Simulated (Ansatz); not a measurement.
**Ge3N4: the band gap up the ladder of functionals**

An exercise on one series of results from a longer session: the logs are not shown, and one member is left open.

Program: Ansatz 0.2.0. PAW datasets, plane waves. Simulation only: spin-unpolarised, and no claim that this is the phase found in nature.

## The system as given

The cell was relaxed beforehand with r2SCAN.

The symmetry is P6_3/m (No. 176, hexagonal); a = 8.044 Å, c = 3.080 Å in the conventional setting, 12.33 Å³ an atom. Near Ge stand 4 N at 1.83–1.84 Å; near N stand 3 Ge at 1.83 Å; near N stand 3 Ge at 1.84 Å.

Coordinates:

```xyz
14
Lattice="8.0439 0.0000 0.0000 -4.0220 6.9662 0.0000 0.0000 0.0000 3.0801" Properties=species:S:1:pos:R:3 pbc="T T T"
Ge   -1.4429    5.7725    2.3100
Ge    2.3233    1.6366    0.7700
Ge    4.2777    4.1359    0.7700
Ge   -0.2557    2.8304    2.3100
Ge    1.6986    5.3296    2.3100
Ge    5.4649    1.1937    0.7700
N     0.0000    4.6442    2.3100
N     4.0220    2.3221    0.7700
N     5.1281    4.6631    2.3100
N    -1.4744    6.7726    0.7700
N     2.5805    4.8568    0.7700
N     1.4415    2.1095    2.3100
N    -1.1061    2.3031    0.7700
N     5.4963    0.1936    2.3100
```

The first run:

Input file input.yaml:

```yaml
crystal:
  lattice:
    - [8.0439263457, 0.0, 0.0]
    - [-4.0219631729, 6.9662445615, 0.0]
    - [0.0, 0.0, 3.0800564272]
  atoms:
    - { symbol: Ge, position: [0.2349386899, 0.8286386337, 0.75] }
    - { symbol: Ge, position: [0.4063000562, 0.2349386899, 0.25] }
    - { symbol: Ge, position: [0.8286386337, 0.5936999438, 0.25] }
    - { symbol: Ge, position: [0.1713613663, 0.4063000562, 0.75] }
    - { symbol: Ge, position: [0.5936999438, 0.7650613101, 0.75] }
    - { symbol: Ge, position: [0.7650613101, 0.1713613663, 0.25] }
    - { symbol: "N", position: [0.3333333333, 0.6666666667, 0.75] }
    - { symbol: "N", position: [0.6666666667, 0.3333333333, 0.25] }
    - { symbol: "N", position: [0.9722062992, 0.6693907671, 0.75] }
    - { symbol: "N", position: [0.3028155321, 0.9722062992, 0.25] }
    - { symbol: "N", position: [0.6693907671, 0.6971844679, 0.25] }
    - { symbol: "N", position: [0.3306092329, 0.3028155321, 0.75] }
    - { symbol: "N", position: [0.0277937008, 0.3306092329, 0.25] }
    - { symbol: "N", position: [0.6971844679, 0.0277937008, 0.75] }
kpoints:
  mp_grid: { grid: [6, 6, 8] }
  band_path:
    path:
      - [[0.0, 0.0, 0.0], [0.5, 9.962633503612e-17, 1.761310868739e-19], [0.3333333333333, 0.3333333333333, 3.522621737464e-19], [0.0, 0.0, 0.0], [1.32238661697e-46, -6.803082489548e-35, 0.5], [0.5, 1.005271155384e-16, 0.5], [0.3333333333333, 0.3333333333333, 0.5], [1.32238661697e-46, -6.803082489548e-35, 0.5]]
      - [[0.5, 1.005271155384e-16, 0.5], [0.5, 9.962633503612e-17, 1.761310868739e-19]]
      - [[0.3333333333333, 0.3333333333333, 0.5], [0.3333333333333, 0.3333333333333, 3.522621737464e-19]]
    npoints: 10
hamiltonian:
  xc: pbe
scf:
  occupations: { method: fermi_dirac, width: 0.02 }
  n_extra_bands: 7
output:
  forces: true
  stress: true
  eigenvalues: true
```

Steps of the session up to this table: PBE band path; r2SCAN at the same geometry; HSE06; PBE+SOC at the same geometry; Single point with PBE0.

One of the session's tables, all rows but one given; the rest of the session is left out.

```
  level  gap (eV)
    PBE      2.19
 r2SCAN         ?
  HSE06      3.70
PBE+SOC      2.19
   PBE0      4.43
```

Estimate the missing values for r2SCAN.

The run gave: gap (eV): 2.67. In the column «gap (eV)» it lies between PBE+SOC (2.19) and HSE06 (3.70).

Meshes: PBE 6×6×8, r2SCAN 6×6×8, HSE06 3×3×6, PBE+SOC 6×6×8, PBE0 3×3×6

In words: The gap runs from 2.19 eV (PBE) to 4.43 eV (PBE0). PBE reaches 59 % of the HSE06 value, and r2SCAN 72 %. PBE0 lies 0.73 eV above HSE06, which differs from it by screening the long-range exchange.

Caveats from the session: Warnings in the runs' records: stress scf threshold loose, stress exchange threshold loose.
